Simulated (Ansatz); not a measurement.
F, a known structure type with other elements, at an estimated volume

```xyz
4
Lattice="-2.3152 0.0000 1.6622 0.0000 -6.1292 0.0000 2.3152 0.0000 1.6622" Properties=species:S:1:pos:R:3 pbc="T T T"
F     0.0000   -5.5163    0.4322
F     0.0000   -3.6775    2.0943
F     0.0000   -0.6129    2.8922
F     0.0000   -2.4517    1.2300
```

Method: PBE, no spin polarisation; PAW, plane waves to 420 eV, 9×4×9 Γ-centred mesh, fermi-dirac occupations (width 0.0664 eV) (Ansatz 0.2.0), atoms fixed.

Q: What do density and ELF say about some of the short contacts?

A: F–F at 1.50 Å: least valence density 1.54 e/Å³ and ELF 0.54 there. These are pseudo-fields; inside the PAW spheres they differ from the all-electron ones.

Q: What does the stress say?

A: The pressure is -1.7 GPa (compression positive), so with the atoms held at these fractions the cell would first shrink; the forces are large, so a full relaxation may end otherwise. The principal stresses -9.5, -2.1, 6.6 GPa differ, so its shape would change too.

Q: Where is the largest force?

A: The largest is on F4 (and as large on other atoms): 1.91 eV/Å, components (0.00, -1.47, 1.22). It makes 5° with the line to a nearest neighbour, F2 at 1.50 Å, pointing towards it.

Q: What is the band gap?

A: The gap is 2.13 eV, indirect (the least direct gap found is 2.17 eV). A semilocal functional usually gives too small a gap.

Origin: a known structure type with other elements, at an estimated volume, so it need not be a known compound. Caveats: atoms or cell far from equilibrium.
